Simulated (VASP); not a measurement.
# RbBr (Pm-3m) in VASP: further runs, part 4 of 7

VASP 6.6.1.

### Step 40. Equation of state, r2SCAN, 34.07 Å³/atom

The input, INCAR:

```
PREC = Accurate
ENCUT = 400
EDIFF = 1E-6
ISMEAR = 0
SIGMA = 0.01
LREAL = False
LASPH = True
NELM = 100
ALGO = Normal
ISIF = 2
LWAVE = False
LCHARG = False
METAGGA = R2SCAN
LMIXTAU = True
ADDGRID = False
```

The input, KPOINTS:

```
regular mesh
0
Gamma
  6 6 6
```

The input, POSCAR:

```
RbBr
1.0
    4.0843969018      0.0000000000      0.0000000000
    0.0000000000      4.0843969018      0.0000000000
    0.0000000000      0.0000000000      4.0843969018
Rb Br
1 1
Direct
    0.0000000000      0.0000000000      0.0000000000
    0.5000000000      0.5000000000      0.5000000000
```

On the command line:

```bash
$ cat potpaw_PBE.64/Rb_sv/POTCAR potpaw_PBE.64/Br/POTCAR > POTCAR
$ mpirun -np 1 vasp_std > vasp.out
```

Run time: 35 s. Hardware: 1 thread of Intel Xeon 6975P-C (Granite Rapids), shared host; peak memory 0.16 GiB.

These settings aren't checked as converged: the numbers below hold their error.

Results:

```
Free energy            : -31.1061 eV
Pressure               : 0.6 GPa
Band gap on the k mesh : 4.95 eV, indirect (least direct gap 5.11 eV)
```

Caveat: the PAW data sets were made with another functional, which shifts forces and pressure a little.

### Step 41. Equation of state, r2SCAN, 36.18 Å³/atom

INCAR is that of step 40.

KPOINTS is that of step 40.

The input, POSCAR:

```
RbBr
1.0
    4.1669322075      0.0000000000      0.0000000000
    0.0000000000      4.1669322075      0.0000000000
    0.0000000000      0.0000000000      4.1669322075
Rb Br
1 1
Direct
    0.0000000000      0.0000000000      0.0000000000
    0.5000000000      0.5000000000      0.5000000000
```

On the command line:

```bash
$ cat potpaw_PBE.64/Rb_sv/POTCAR potpaw_PBE.64/Br/POTCAR > POTCAR
$ mpirun -np 1 vasp_std > vasp.out
```

Run time: 28 s. Hardware: 1 thread of Intel Xeon 6975P-C (Granite Rapids), shared host; peak memory 0.16 GiB.

The run converged, but some of its settings lie outside the range that counts as converged, so its numbers aren't taken as properties of the crystal.

Results:

| Quantity | Value |
| --- | --- |
| Free energy | -31.1078 eV |
| Pressure | -0.5 GPa |
| Band gap on the k mesh | 4.72 eV, indirect (least direct gap 4.87 eV) |

Caveat: the PAW data sets were made with another functional, which shifts forces and pressure a little.

### Step 42. Equation of state, r2SCAN, 34.07 Å³/atom

Edit INCAR of step 41 so:

```diff
@@ -1,2 +1,2 @@
-PREC = Accurate
+PREC = Low
 ENCUT = 400
@@ -4,3 +4,3 @@
 ISMEAR = 0
-SIGMA = 0.01
+SIGMA = 0.05
 LREAL = False
```

KPOINTS is that of step 41.

The input, POSCAR:

```
RbBr
1.0
    4.0843969018      0.0000000000      0.0000000000
    0.0000000000      4.0843969018      0.0000000000
    0.0000000000      0.0000000000      4.0843969018
Rb Br
1 1
Direct
    0.0000000000      0.0000000000      0.0000000000
    0.5000000000      0.5000000000      0.5000000000
```

Potentials or basis: VASP PAW PBE potentials, release 64 (Rb_sv, Br).

On the command line:

```bash
$ cat potpaw_PBE.64/Rb_sv/POTCAR potpaw_PBE.64/Br/POTCAR > POTCAR
$ mpirun -np 1 vasp_std > vasp.out
```

Run time: 18 s. Hardware: 1 thread of Intel Xeon 6975P-C (Granite Rapids), shared host; peak memory 0.12 GiB.

These settings aren't checked as converged: the numbers below hold their error.

Results:

```yaml
Free_energy: -31.1032 eV
Pressure: 0.6 GPa
Band_gap_on_the_k_mesh: 4.95 eV, indirect (least direct gap 5.10 eV)
```

Caveat: the PAW data sets were made with another functional, which shifts forces and pressure a little.

### Step 43. Equation of state, r2SCAN, 36.18 Å³/atom

INCAR is that of step 42.

KPOINTS is that of step 42.

The input, POSCAR:

```
RbBr
1.0
    4.1669322075      0.0000000000      0.0000000000
    0.0000000000      4.1669322075      0.0000000000
    0.0000000000      0.0000000000      4.1669322075
Rb Br
1 1
Direct
    0.0000000000      0.0000000000      0.0000000000
    0.5000000000      0.5000000000      0.5000000000
```

On the command line:

```bash
$ cat potpaw_PBE.64/Rb_sv/POTCAR potpaw_PBE.64/Br/POTCAR > POTCAR
$ mpirun -np 1 vasp_std > vasp.out
```

It took 16 s on 1 thread of Intel Xeon 6975P-C (Granite Rapids), shared host; peak memory 0.12 GiB.

The run converged, but some of its settings lie outside the range that counts as converged, so its numbers aren't taken as properties of the crystal.

What came out:

```
Free energy            : -31.1057 eV
Pressure               : -0.4 GPa
Band gap on the k mesh : 4.72 eV, indirect (least direct gap 4.87 eV)
```

Caveat: the PAW data sets were made with another functional, which shifts forces and pressure a little.

### Step 44. Equation of state, r2SCAN, 34.07 Å³/atom

Edit INCAR of step 43 so:

```diff
@@ -1,2 +1,2 @@
-PREC = Low
+PREC = Normal
 ENCUT = 400
```

KPOINTS is that of step 43.

The input, POSCAR:

```
RbBr
1.0
    4.0843969018      0.0000000000      0.0000000000
    0.0000000000      4.0843969018      0.0000000000
    0.0000000000      0.0000000000      4.0843969018
Rb Br
1 1
Direct
    0.0000000000      0.0000000000      0.0000000000
    0.5000000000      0.5000000000      0.5000000000
```

On the command line:

```bash
$ cat potpaw_PBE.64/Rb_sv/POTCAR potpaw_PBE.64/Br/POTCAR > POTCAR
$ mpirun -np 1 vasp_std > vasp.out
```

Run time: 18 s. Hardware: 1 thread of Intel Xeon 6975P-C (Granite Rapids), shared host; peak memory 0.13 GiB.

The run converged, but some of its settings lie outside the range that counts as converged, so its numbers aren't taken as properties of the crystal.

Results:

| Quantity | Value |
| --- | --- |
| Free energy | -31.1059 eV |
| Pressure | 0.6 GPa |
| Band gap on the k mesh | 4.95 eV, indirect (least direct gap 5.11 eV) |

Caveat: the PAW data sets were made with another functional, which shifts forces and pressure a little.

### Step 45. Equation of state, r2SCAN, 36.18 Å³/atom

INCAR is that of step 44.

KPOINTS is that of step 44.

The input, POSCAR:

```
RbBr
1.0
    4.1669322075      0.0000000000      0.0000000000
    0.0000000000      4.1669322075      0.0000000000
    0.0000000000      0.0000000000      4.1669322075
Rb Br
1 1
Direct
    0.0000000000      0.0000000000      0.0000000000
    0.5000000000      0.5000000000      0.5000000000
```

Potentials or basis: VASP PAW PBE potentials, release 64 (Rb_sv, Br).

On the command line:

```bash
$ cat potpaw_PBE.64/Rb_sv/POTCAR potpaw_PBE.64/Br/POTCAR > POTCAR
$ mpirun -np 1 vasp_std > vasp.out
```

Run time: 16 s. Hardware: 1 thread of Intel Xeon 6975P-C (Granite Rapids), shared host; peak memory 0.13 GiB.

These settings aren't checked as converged: the numbers below hold their error.

What came out:

```
Free energy            : -31.1078 eV
Pressure               : -0.5 GPa
Band gap on the k mesh : 4.72 eV, indirect (least direct gap 4.88 eV)
```

Caveat: the PAW data sets were made with another functional, which shifts forces and pressure a little.

### Step 46. Equation of state, r2SCAN, 34.07 Å³/atom

Edit INCAR of step 45 so:

```diff
@@ -1,2 +1,2 @@
-PREC = Normal
+PREC = Accurate
 ENCUT = 400
@@ -5,3 +5,3 @@
 SIGMA = 0.05
-LREAL = False
+LREAL = Auto
 LASPH = True
```

KPOINTS is that of step 45.

The input, POSCAR:

```
RbBr
1.0
    4.0843969018      0.0000000000      0.0000000000
    0.0000000000      4.0843969018      0.0000000000
    0.0000000000      0.0000000000      4.0843969018
Rb Br
1 1
Direct
    0.0000000000      0.0000000000      0.0000000000
    0.5000000000      0.5000000000      0.5000000000
```

On the command line:

```bash
$ cat potpaw_PBE.64/Rb_sv/POTCAR potpaw_PBE.64/Br/POTCAR > POTCAR
$ mpirun -np 1 vasp_std > vasp.out
```

Run time: 38 s. Hardware: 1 thread of Intel Xeon 6975P-C (Granite Rapids), shared host; peak memory 0.17 GiB.

The run converged, but some of its settings lie outside the range that counts as converged, so its numbers aren't taken as properties of the crystal.

Results:

```yaml
Free_energy: -31.1066 eV
Pressure: 0.6 GPa
Band_gap_on_the_k_mesh: 4.95 eV, indirect (least direct gap 5.11 eV)
```

Caveat: the PAW data sets were made with another functional, which shifts forces and pressure a little.

### Step 47. Equation of state, r2SCAN, 36.18 Å³/atom

INCAR is that of step 46.

KPOINTS is that of step 46.

The input, POSCAR:

```
RbBr
1.0
    4.1669322075      0.0000000000      0.0000000000
    0.0000000000      4.1669322075      0.0000000000
    0.0000000000      0.0000000000      4.1669322075
Rb Br
1 1
Direct
    0.0000000000      0.0000000000      0.0000000000
    0.5000000000      0.5000000000      0.5000000000
```

On the command line:

```bash
$ cat potpaw_PBE.64/Rb_sv/POTCAR potpaw_PBE.64/Br/POTCAR > POTCAR
$ mpirun -np 1 vasp_std > vasp.out
```

Wall time 30 s (1 thread of Intel Xeon 6975P-C (Granite Rapids), shared host); peak memory 0.16 GiB.

These settings aren't checked as converged: the numbers below hold their error.

Results:

- Free energy: -31.1079 eV
- Pressure: -0.5 GPa
- Band gap on the k mesh: 4.72 eV, indirect (least direct gap 4.87 eV)

Caveat: the PAW data sets were made with another functional, which shifts forces and pressure a little.

### Step 48. Equation of state, r2SCAN, 34.07 Å³/atom

Edit INCAR of step 47 so:

```diff
@@ -2,6 +2,6 @@
 ENCUT = 400
-EDIFF = 1E-6
+EDIFF = 0.01
 ISMEAR = 0
 SIGMA = 0.05
-LREAL = Auto
+LREAL = False
 LASPH = True
```

KPOINTS is that of step 47.

The input, POSCAR:

```
RbBr
1.0
    4.0843969018      0.0000000000      0.0000000000
    0.0000000000      4.0843969018      0.0000000000
    0.0000000000      0.0000000000      4.0843969018
Rb Br
1 1
Direct
    0.0000000000      0.0000000000      0.0000000000
    0.5000000000      0.5000000000      0.5000000000
```

Potentials or basis: VASP PAW PBE potentials, release 64 (Rb_sv, Br).

On the command line:

```bash
$ cat potpaw_PBE.64/Rb_sv/POTCAR potpaw_PBE.64/Br/POTCAR > POTCAR
$ mpirun -np 1 vasp_std > vasp.out
```

Wall time 17 s (1 thread of Intel Xeon 6975P-C (Granite Rapids), shared host); peak memory 0.16 GiB.

The run converged, but some of its settings lie outside the range that counts as converged, so its numbers aren't taken as properties of the crystal.

What came out:

```yaml
Free_energy: -31.1038 eV
Pressure: 0.1 GPa
Band_gap_on_the_k_mesh: 4.99 eV, indirect (least direct gap 5.14 eV)
```

Caveat: the PAW data sets were made with another functional, which shifts forces and pressure a little.

### Step 49. Equation of state, r2SCAN, 36.18 Å³/atom

INCAR is that of step 48.

KPOINTS is that of step 48.

The input, POSCAR:

```
RbBr
1.0
    4.1669322075      0.0000000000      0.0000000000
    0.0000000000      4.1669322075      0.0000000000
    0.0000000000      0.0000000000      4.1669322075
Rb Br
1 1
Direct
    0.0000000000      0.0000000000      0.0000000000
    0.5000000000      0.5000000000      0.5000000000
```

On the command line:

```bash
$ cat potpaw_PBE.64/Rb_sv/POTCAR potpaw_PBE.64/Br/POTCAR > POTCAR
$ mpirun -np 1 vasp_std > vasp.out
```

Run time: 17 s. Hardware: 1 thread of Intel Xeon 6975P-C (Granite Rapids), shared host; peak memory 0.16 GiB.

These settings aren't checked as converged: the numbers below hold their error.

Results:

- Free energy: -31.1075 eV
- Pressure: -1.3 GPa
- Band gap on the k mesh: 4.74 eV, indirect (least direct gap 4.89 eV)

Caveat: the PAW data sets were made with another functional, which shifts forces and pressure a little.

### Step 50. Equation of state, r2SCAN, 34.07 Å³/atom

Edit INCAR of step 49 so:

```diff
@@ -2,3 +2,3 @@
 ENCUT = 400
-EDIFF = 0.01
+EDIFF = 0.001
 ISMEAR = 0
```

KPOINTS is that of step 49.

The input, POSCAR:

```
RbBr
1.0
    4.0843969018      0.0000000000      0.0000000000
    0.0000000000      4.0843969018      0.0000000000
    0.0000000000      0.0000000000      4.0843969018
Rb Br
1 1
Direct
    0.0000000000      0.0000000000      0.0000000000
    0.5000000000      0.5000000000      0.5000000000
```

On the command line:

```bash
$ cat potpaw_PBE.64/Rb_sv/POTCAR potpaw_PBE.64/Br/POTCAR > POTCAR
$ mpirun -np 1 vasp_std > vasp.out
```

Wall time 17 s (1 thread of Intel Xeon 6975P-C (Granite Rapids), shared host); peak memory 0.16 GiB.

The run converged, but some of its settings lie outside the range that counts as converged, so its numbers aren't taken as properties of the crystal.

Results:

| Property | Result |
| --- | --- |
| Free energy | -31.1038 eV |
| Pressure | 0.1 GPa |
| Band gap on the k mesh | 4.98 eV, indirect (least direct gap 5.14 eV) |

Caveat: the PAW data sets were made with another functional, which shifts forces and pressure a little.

### Step 51. Equation of state, r2SCAN, 36.18 Å³/atom

INCAR is that of step 50.

KPOINTS is that of step 50.

The input, POSCAR:

```
RbBr
1.0
    4.1669322075      0.0000000000      0.0000000000
    0.0000000000      4.1669322075      0.0000000000
    0.0000000000      0.0000000000      4.1669322075
Rb Br
1 1
Direct
    0.0000000000      0.0000000000      0.0000000000
    0.5000000000      0.5000000000      0.5000000000
```

Potentials or basis: VASP PAW PBE potentials, release 64 (Rb_sv, Br).

On the command line:

```bash
$ cat potpaw_PBE.64/Rb_sv/POTCAR potpaw_PBE.64/Br/POTCAR > POTCAR
$ mpirun -np 1 vasp_std > vasp.out
```

Wall time 21 s (1 thread of Intel Xeon 6975P-C (Granite Rapids), shared host); peak memory 0.16 GiB.

The run converged, but some of its settings lie outside the range that counts as converged, so its numbers aren't taken as properties of the crystal.

What came out:

```yaml
Free_energy: -31.1078 eV
Pressure: -0.5 GPa
Band_gap_on_the_k_mesh: 4.72 eV, indirect (least direct gap 4.87 eV)
```

Caveat: the PAW data sets were made with another functional, which shifts forces and pressure a little.

### Step 52. Equation of state, r2SCAN, 34.07 Å³/atom

Edit INCAR of step 51 so:

```diff
@@ -2,3 +2,3 @@
 ENCUT = 400
-EDIFF = 0.001
+EDIFF = 1E-4
 ISMEAR = 0
```

KPOINTS is that of step 51.

The input, POSCAR:

```
RbBr
1.0
    4.0843969018      0.0000000000      0.0000000000
    0.0000000000      4.0843969018      0.0000000000
    0.0000000000      0.0000000000      4.0843969018
Rb Br
1 1
Direct
    0.0000000000      0.0000000000      0.0000000000
    0.5000000000      0.5000000000      0.5000000000
```

On the command line:

```bash
$ cat potpaw_PBE.64/Rb_sv/POTCAR potpaw_PBE.64/Br/POTCAR > POTCAR
$ mpirun -np 1 vasp_std > vasp.out
```

Run time: 17 s. Hardware: 1 thread of Intel Xeon 6975P-C (Granite Rapids), shared host; peak memory 0.16 GiB.

These settings aren't checked as converged: the numbers below hold their error.

Results:

```yaml
Free_energy: -31.1038 eV
Pressure: 0.1 GPa
Band_gap_on_the_k_mesh: 4.98 eV, indirect (least direct gap 5.14 eV)
```

Caveat: the PAW data sets were made with another functional, which shifts forces and pressure a little.

### Step 53. Equation of state, r2SCAN, 36.18 Å³/atom

INCAR is that of step 52.

KPOINTS is that of step 52.

The input, POSCAR:

```
RbBr
1.0
    4.1669322075      0.0000000000      0.0000000000
    0.0000000000      4.1669322075      0.0000000000
    0.0000000000      0.0000000000      4.1669322075
Rb Br
1 1
Direct
    0.0000000000      0.0000000000      0.0000000000
    0.5000000000      0.5000000000      0.5000000000
```

On the command line:

```bash
$ cat potpaw_PBE.64/Rb_sv/POTCAR potpaw_PBE.64/Br/POTCAR > POTCAR
$ mpirun -np 1 vasp_std > vasp.out
```

Wall time 24 s (1 thread of Intel Xeon 6975P-C (Granite Rapids), shared host); peak memory 0.16 GiB.

The run converged, but some of its settings lie outside the range that counts as converged, so its numbers aren't taken as properties of the crystal.

Results:

```
Free energy            : -31.1079 eV
Pressure               : -0.5 GPa
Band gap on the k mesh : 4.72 eV, indirect (least direct gap 4.87 eV)
```

Caveat: the PAW data sets were made with another functional, which shifts forces and pressure a little.

### Step 54. Equation of state, r2SCAN, 34.07 Å³/atom

Edit INCAR of step 53 so:

```diff
@@ -2,3 +2,3 @@
 ENCUT = 400
-EDIFF = 1E-4
+EDIFF = 1E-5
 ISMEAR = 0
```

KPOINTS is that of step 53.

The input, POSCAR:

```
RbBr
1.0
    4.0843969018      0.0000000000      0.0000000000
    0.0000000000      4.0843969018      0.0000000000
    0.0000000000      0.0000000000      4.0843969018
Rb Br
1 1
Direct
    0.0000000000      0.0000000000      0.0000000000
    0.5000000000      0.5000000000      0.5000000000
```

Potentials or basis: VASP PAW PBE potentials, release 64 (Rb_sv, Br).

On the command line:

```bash
$ cat potpaw_PBE.64/Rb_sv/POTCAR potpaw_PBE.64/Br/POTCAR > POTCAR
$ mpirun -np 1 vasp_std > vasp.out
```

It took 29 s on 1 thread of Intel Xeon 6975P-C (Granite Rapids), shared host; peak memory 0.16 GiB.

The run converged, but some of its settings lie outside the range that counts as converged, so its numbers aren't taken as properties of the crystal.

What came out:

* Free energy: -31.1061 eV
* Pressure: 0.6 GPa
* Band gap on the k mesh: 4.96 eV, indirect (least direct gap 5.11 eV)

Caveat: the PAW data sets were made with another functional, which shifts forces and pressure a little.

### Step 55. Equation of state, r2SCAN, 36.18 Å³/atom

INCAR is that of step 54.

KPOINTS is that of step 54.

The input, POSCAR:

```
RbBr
1.0
    4.1669322075      0.0000000000      0.0000000000
    0.0000000000      4.1669322075      0.0000000000
    0.0000000000      0.0000000000      4.1669322075
Rb Br
1 1
Direct
    0.0000000000      0.0000000000      0.0000000000
    0.5000000000      0.5000000000      0.5000000000
```

On the command line:

```bash
$ cat potpaw_PBE.64/Rb_sv/POTCAR potpaw_PBE.64/Br/POTCAR > POTCAR
$ mpirun -np 1 vasp_std > vasp.out
```

Wall time 26 s (1 thread of Intel Xeon 6975P-C (Granite Rapids), shared host); peak memory 0.16 GiB.

These settings aren't checked as converged: the numbers below hold their error.

What came out:

| Quantity | Value |
| --- | --- |
| Free energy | -31.1078 eV |
| Pressure | -0.5 GPa |
| Band gap on the k mesh | 4.72 eV, indirect (least direct gap 4.87 eV) |

Caveat: the PAW data sets were made with another functional, which shifts forces and pressure a little.

### Step 56. Equation of state, r2SCAN, 34.07 Å³/atom

Edit INCAR of step 55 so:

```diff
@@ -2,3 +2,3 @@
 ENCUT = 400
-EDIFF = 1E-5
+EDIFF = 1E-6
 ISMEAR = 0
@@ -14,2 +14,2 @@
 LMIXTAU = True
-ADDGRID = False
+ADDGRID = True
```

KPOINTS is that of step 55.

The input, POSCAR:

```
RbBr
1.0
    4.0843969018      0.0000000000      0.0000000000
    0.0000000000      4.0843969018      0.0000000000
    0.0000000000      0.0000000000      4.0843969018
Rb Br
1 1
Direct
    0.0000000000      0.0000000000      0.0000000000
    0.5000000000      0.5000000000      0.5000000000
```

On the command line:

```bash
$ cat potpaw_PBE.64/Rb_sv/POTCAR potpaw_PBE.64/Br/POTCAR > POTCAR
$ mpirun -np 1 vasp_std > vasp.out
```

Wall time 38 s (1 thread of Intel Xeon 6975P-C (Granite Rapids), shared host); peak memory 0.23 GiB.

These settings aren't checked as converged: the numbers below hold their error.

Results:

```yaml
Free_energy: -31.1061 eV
Pressure: 0.6 GPa
Band_gap_on_the_k_mesh: 4.95 eV, indirect (least direct gap 5.11 eV)
```

Caveat: the PAW data sets were made with another functional, which shifts forces and pressure a little.

(Part 4 of 7 ends here.)
